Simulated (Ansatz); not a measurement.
ZrO2: sound and stiffness along [100], [110] and [111]

Theory: DFT PBEsol, scalar-relativistic, plane waves, PAW in Ansatz 0.2.0. Cutoff 420 eV, 8×8×8 k-points (Γ-centred), fixed occupations. No spin polarisation.

Relaxed structure:
```cif
data_structure
_symmetry_space_group_name_H-M 'P 1'
_symmetry_Int_Tables_number 1
_cell_length_a 3.5808
_cell_length_b 3.5808
_cell_length_c 3.5808
_cell_angle_alpha 60.000
_cell_angle_beta 60.000
_cell_angle_gamma 60.000
_cell_volume 32.47
loop_
_atom_site_label
_atom_site_type_symbol
_atom_site_fract_x
_atom_site_fract_y
_atom_site_fract_z
_atom_site_occupancy
Zr1 Zr 0.00000 0.00000 0.00000 1
O1 O 0.25000 0.25000 0.25000 1
O2 O 0.75000 0.75000 0.75000 1
```

With ions relaxed, on the cubic axes: C11 = 549.9, C12 = 107.2, C44 = 67.1 GPa. The density is 6.302 g/cm³.

Q: Is the crystal stable against strain, and how anisotropic is it?

A: Born's conditions hold: C11 + 2C12 = 764.3, C11 − C12 = 442.7 and C44 = 67.1 GPa are all positive. B = (C11 + 2C12)/3 = 254.8 GPa. The two shear moduli are C44 and C′ = (C11 − C12)/2 = 221.4 GPa, so Zener's ratio is A = C44/C′ = 0.30: the shear C44 is the soft one, as in NaCl, KCl, the halide perovskites and the bcc metals V, Nb, Cr and Mo. The Cauchy pressure C12 − C44 is 40.0 GPa; it would vanish for pair forces between atoms on inversion centres at zero pressure, and a positive value is usual with metallic or many-body binding, and where atoms off inversion centres relax under shear, which lowers C44.

Q: Give the sound speeds along the three symmetry directions.

A: The Christoffel equation gives ρv² for each branch:
```
direction branch                    ρv²    GPa v (m/s)
    [100]              L                    C11  549.9     9341
    [100]         T (×2) C44   67.1     3264
    [110]              L   (C11 + C12 + 2C44)/2  395.7     7924
    [110]   T, u ∥ [001]                    C44   67.1     3264
    [110]  T, u ∥ [1-10]          (C11 − C12)/2  221.4     5927
    [111]              L  (C11 + 2C12 + 4C44)/3  344.3     7391
    [111]         T (×2) (C11 − C12 + C44)/3  170.0     5193
```

Q: How does Young's modulus depend on direction?

A: Inverting gives S11 = 1.942, S12 = -0.317, S44 = 14.894 TPa⁻¹. Along a unit vector (l, m, n), 1/E = S11 − 2(S11 − S12 − S44/2)(l²m² + m²n² + n²l²), where the last bracket is 0, 1/4 and 1/3 for [100], [110] and [111]: E = 515, 220 and 185 GPa. With A < 1 the cube edge is stiffest. For a film on (001), the biaxial modulus is C11 + C12 − 2C12²/C11 = 615 GPa and the normal strain is −2C12/C11 = -0.39 times the in-plane one.

This fluorite-type form isn't the usual stable structure of the compound.